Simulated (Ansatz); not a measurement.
## SrO (Fm-3m), a vibration from a frozen displacement

These are results of DFT r2SCAN, scalar-relativistic, plane waves, PAW in Ansatz, not measurements. The runs took a 500 eV cutoff, a Γ-centred 8×8×8 mesh and Gaussian smearing (0.05 eV). No spin polarisation. Energies are free energies at this smearing, counted from the undisturbed cell; pressure is positive in compression.

The starting cell (as given, not relaxed at this level; it stands at 1.1 GPa):

```
Sr O
1.0
     0.00000    2.56980    2.56980
     2.56980    0.00000    2.56980
     2.56980    2.56980    0.00000
Sr O
1 1
Direct
  0.00000 0.00000 0.00000
  0.50000 0.50000 0.50000
```

Every O atom is moved by x along the Cartesian unit vector (0.000, -0.707, -0.707); the cell and all other atoms stay fixed. The cell's volume is 33.94 Å³; the moved atoms weigh 15.999 u together and the others 87.620 u. Some rows repeat others by symmetry and weren't run.

```
  x (Å)  ΔE (meV/cell) total force on the moved atoms along the move (eV/Å) pressure (GPa)
-0.2000          51.13                                                0.5360          2.2412
-0.1750          38.70                                                0.4591          1.9771
-0.1500          28.14                                                0.3859          1.7506
-0.1250          19.37                                                0.3162          1.5602
-0.1000          12.31                                                0.2493          1.4054
-0.0750           6.88                                                0.1850          1.2858
-0.0500           3.05                                                0.1222          1.2008
-0.0250           0.76                                                0.0608          1.1499
 0.0000           0.00                                                0.0000          1.1330
 0.0250           0.76                                               -0.0608          1.1499
 0.0500           3.05                                               -0.1222          1.2008
 0.0750           6.88                                               -0.1850          1.2858
 0.1000          12.31                                               -0.2493          1.4054
 0.1250          19.37                                               -0.3162          1.5602
 0.1500          28.14                                               -0.3859          1.7506
 0.1750          38.70                                               -0.4591          1.9771
 0.2000          51.13                                               -0.5360          2.2412
```

Question: What frequency belongs to this motion?

Answer: The force constant is k = −dF/dx = 2.432 eV/Å², from the parabola through x = -0.0250, 0 and 0.0250. In every cell the moved atoms swing against the rest, so the mass is μ = m₁m₂/(m₁ + m₂) = 13.529 u, and ν̃ = 521.5 cm⁻¹ × √(|k|/μ) = 221 cm⁻¹, at this cell's pressure of 1.1 GPa. To first order in x, and within 1 %, the force on every atom lies along the move and, within each of the two groups, in proportion to the atom's mass, so this is itself a mode at the zone centre of this cell, taken without macroscopic field (the transverse frequency in a polar insulator).

Question: How far does the harmonic law reach?

Answer: At x = -0.200 Å, kx²/2 = 48.65 meV against the computed 51.13 meV (+5.1 %): the well is still close to harmonic there.

Question: The pressure changes with x². What does that say about the frequency under compression?

Answer: With E = k(V)x²/2, k ∝ V^(−2γ) and x scaling with the cell as V^(1/3), P − P0 = −∂E/∂V = (2γ − 2/3) ΔE/V. At x = 0.0500 Å, V(P − P0) = 33.94 × 0.06775 / 160.2 eV = 14.35 meV and ΔE = 3.05 meV, so γ = 1/3 + V(P − P0)/(2ΔE) = 2.69. This is the Grüneisen parameter of the motion under uniform scaling of the cell: shrinking the cell evenly by 1 % in volume raises the frequency by about 2.69 %.